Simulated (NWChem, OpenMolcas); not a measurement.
A ladder of methods for C4H6 (cyclobutene)

C4H6 has 10 atoms, charge 0, and is taken as a singlet. As SMILES, `C1=CCC1`. The shape is that of a PBE0-D4/def2-TZVP optimisation.

Quantity: the dipole moment, in D. The values are calculated.

```csv
level,kind,program,value (D),CPU time
revPBE/def2-SVP,GGA,NWChem,0.20,41 s
TPSS/def2-SVP,meta-GGA,NWChem,0.18,62 s
r2SCAN/def2-SVP,meta-GGA,NWChem,0.22,52 s
BHLYP/def2-SVP,global hybrid,OpenMolcas,?,41 s
M06-2X/def2-SVP,hybrid meta-GGA,NWChem,0.16,40 s
PBE0/def2-SVP,global hybrid,NWChem,?,35 s
CAM-B3LYP/def2-SVP,range-separated hybrid,NWChem,0.14,58 s
wB97X/def2-SVP,range-separated hybrid,NWChem,0.15,68 s
```

Q: Estimate the missing values from the other rows.

A: As computed at these levels: BHLYP/def2-SVP: 0.12 D; PBE0/def2-SVP: 0.17 D. Measured: 0.13 D (NIST CCCBDB). Nearest: BHLYP/def2-SVP (-0.01 D), CAM-B3LYP/def2-SVP (+0.01 D); farthest: r2SCAN/def2-SVP (+0.09 D). The measured dipole is a vibrational average, so differences of a few hundredths of a debye mean little. Computed less measured by kind, in D (def2-SVP rows): GGA +0.07; meta-GGA +0.05 to +0.09; global hybrid -0.01 to +0.04; range-separated hybrid +0.01 to +0.02. Magnitudes only: a small dipole may point the other way at some levels. Times are those of the runs behind each value, whatever else they computed, on shared processors of several kinds: orders of magnitude only.
